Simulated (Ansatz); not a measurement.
Crystal: InP.

```xyz
2
Lattice="0.0000 2.7688 2.7688 2.7688 0.0000 2.7688 2.7688 2.7688 0.0000" Properties=species:S:1:pos:R:3 pbc="T T T"
In    0.0000    0.0000    0.0000
P     2.7688    2.7688    2.7688
```

Measurements of this composition are mostly on another form, of space group No. 216.

| Property | Result |
| --- | --- |
| Program | Ansatz 0.2.0 |
| Task | relaxation of cell and atoms |
| Functional | revPBE |
| Dispersion | D3(BJ) |
| Potentials or basis | Ansatz PAW |
| Cutoff | 420 eV (not typed: the program's choice for these potentials) |
| k mesh | 8 × 8 × 8 |
| Occupations | fermi-dirac, width 0.05 eV |
| Spin | no spin polarisation |

At the start: volume 21.23 Å³/atom.

Where does the relaxation end?

It ends after 5 steps and the volume is 20.04 Å³/atom (-5.6 %); space group Fm-3m (No. 225, to 0.05 Å).

Step by step:
```csv
step,energy change (eV),largest force (eV/Å),volume (Å³)
1,0.0000,0.0000,42.45
2,-0.0164,0.0000,38.43
3,-0.0350,0.0000,40.25
4,-0.0352,0.0000,40.07
5,-0.0345,0.0000,40.07
```

Final structure:
```yaml
crystal:
  lattice:
    - [0.00000, 2.71603, 2.71603]
    - [2.71603, 0.00000, 2.71603]
    - [2.71603, 2.71603, 0.00000]
  atoms:
    - { symbol: In, position: [0.00000, 0.00000, 0.00000] }
    - { symbol: P, position: [0.50000, 0.50000, 0.50000] }
```

Caveat: the plane-wave basis is chosen anew once the cell has moved, so the energies of steps on either side of that aren't comparable; pairwise dispersion overbinds metals, which lowers pressure and volume; the PAW data sets come from PBE, with cores solved anew for the run's functional, which leaves a small shift of forces and pressure.
